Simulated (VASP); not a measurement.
# Sn: relaxation of cell and atoms with PBEsol

Crystal: Sn.

```
Sn
1.0
     0.00000    3.23334    3.23334
     3.23334    0.00000    3.23334
     3.23334    3.23334    0.00000
Sn
2
Direct
  0.00000 0.00000 0.00000
  0.25000 0.25000 0.25000
```

This isn't the form of Sn at room conditions, which is tetragonal (white tin).

```
Program                : VASP 6.6.1
Task                   : relaxation of cell and atoms
Functional             : PBEsol
Potentials or basis    : VASP PAW PBE potentials, release 64 (Sn_d)
Cutoff                 : 600 eV
k mesh                 : 10 × 10 × 10
Occupations            : gaussian, width 0.03 eV
Spin                   : no spin polarisation
Further INCAR settings : ALGO = Normal; EDIFF = 1e-06; IBRION = 2; EDIFFG = -0.01; NSW = 90; ISIF = 3
```

```json
{
 "Relaxed volume": "34.92 Å³/atom",
 "Relaxed cell": "a = 4.622 Å, b = 4.622 Å, c = 4.622 Å, α = 60.00°, β = 60.00°, γ = 60.00°",
 "Space group after relaxing (to 0.05 Å)": "Fd-3m (No. 227)",
 "Energy gained by relaxing": "4.9 meV/atom",
 "Ionic steps": "3",
 "Pressure after relaxing": "0.0 GPa",
 "Band gap on the k mesh": "none (metal or under the smearing width)"
}
```

Step by step:
```csv
step,energy change (eV),largest force (eV/Å),pressure (GPa),volume (Å³)
1,0.0000,0.0000,1.47,67.61
2,-0.0086,0.0000,-0.46,70.69
3,-0.0099,0.0000,0.00,69.84
```

Final structure:
```
CELL_PARAMETERS angstrom
0.00000 3.26858 3.26858
3.26858 0.00000 3.26858
3.26858 3.26858 0.00000
ATOMIC_POSITIONS crystal
Sn 0.00000 0.00000 0.00000
Sn 0.25000 0.25000 0.25000
```

Levels at points of the mesh, in eV from the Fermi level:
| k point | band 12 | band 13 | band 14 | band 15 | band 16 | band 17 |
| --- | --- | --- | --- | --- | --- | --- |
| (0.00, 0.00, 0.00) | -0.77 | 0.16 | 0.16 | 0.16 | 2.22 | 2.22 |
| (0.50, 0.00, 0.00) | -6.16 | -1.01 | -1.01 | -0.03 | 3.28 | 3.28 |
| (0.50, 0.50, 0.00) | -7.38 | -2.32 | -2.32 | 0.86 | 0.86 | 7.65 |

It took 110 s on 1 thread of Intel(R) Xeon(R) Platinum 8488C (Sapphire Rapids), with other jobs on the host, peak memory 0.26 GiB.

Caveat: the PAW data sets were made with another functional, which shifts forces and pressure a little. Zero-point motion and thermal expansion aren't in these numbers.
